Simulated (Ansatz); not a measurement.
# C: the cost of one run

Computed with Ansatz 0.2.0 (DFT PBE+D3(BJ), scalar-relativistic, plane waves, PAW, unless a step's input says otherwise).

2 further runs of the same task are left out: 2 set aside as unsound or not needed.

## Step 1: The starting structure

It takes space group R-3m (No. 166, trigonal). Conventional cell: a = 2.465 Å, b = 2.465 Å, c = 20.804 Å, α = 90.00°, β = 90.00°, γ = 120.00°. C (site symmetry 3m) is surrounded by 3 C at 1.42 Å.

Coordinates:

```xyz
4
Lattice="1.2324 0.7115 6.9347 -1.2324 0.7115 6.9347 0.0000 -1.4231 6.9347" Properties=species:S:1:pos:R:3 pbc="T T T"
C     0.0000    0.0000    1.6883
C     0.0000    0.0000   19.1157
C     0.0000    0.0000    5.2460
C     0.0000    0.0000   15.5580
```

It is the result of an earlier relaxation at this level (volume 9.12 Å³/atom; gap on the mesh: 0.25 eV).

## Step 2: Tight relaxation for the response runs

The response runs start from a cell at rest, found with their own mesh and filling of the bands.

The input, input.yaml:

```yaml
crystal:
  lattice:
    - [1.2324394246, 0.7115492335, 6.9346590363]
    - [-1.2324394246, 0.7115492335, 6.9346590363]
    - [0.0, -1.4230984671, 6.9346590363]
  atoms:
    - { symbol: C, position: [0.0811523478, 0.0811523478, 0.0811523478] }
    - { symbol: C, position: [0.9188476522, 0.9188476522, 0.9188476522] }
    - { symbol: C, position: [0.2521616085, 0.2521616085, 0.2521616085] }
    - { symbol: C, position: [0.7478383915, 0.7478383915, 0.7478383915] }
basis:
  ecutwfc: 420
kpoints:
  mp_grid: { grid: [18, 18, 18] }
hamiltonian:
  xc: pbe
  dispersion: d3bj
scf:
  occupations: { method: gaussian, width: 0.01 }
output:
  forces: true
  stress: true
  eigenvalues: true
relax:
  adjacent_minimum: "off"
  f_tol: 0.001
  max_steps: 60
  cell: { stress_tol: 0.01 }
```

The run is started by

```sh
$ ansatz run input.yaml --threads 1 --pin off --max-ram 3072MiB --backend cpu --events-out ev --progress --plain --runs-dir out
```

**Question.** How long does this run take on 1 thread of AMD EPYC 9R45 (Zen 5), shared host, and how much memory does it need?

About 25 s, with a peak of 0.6 GiB.
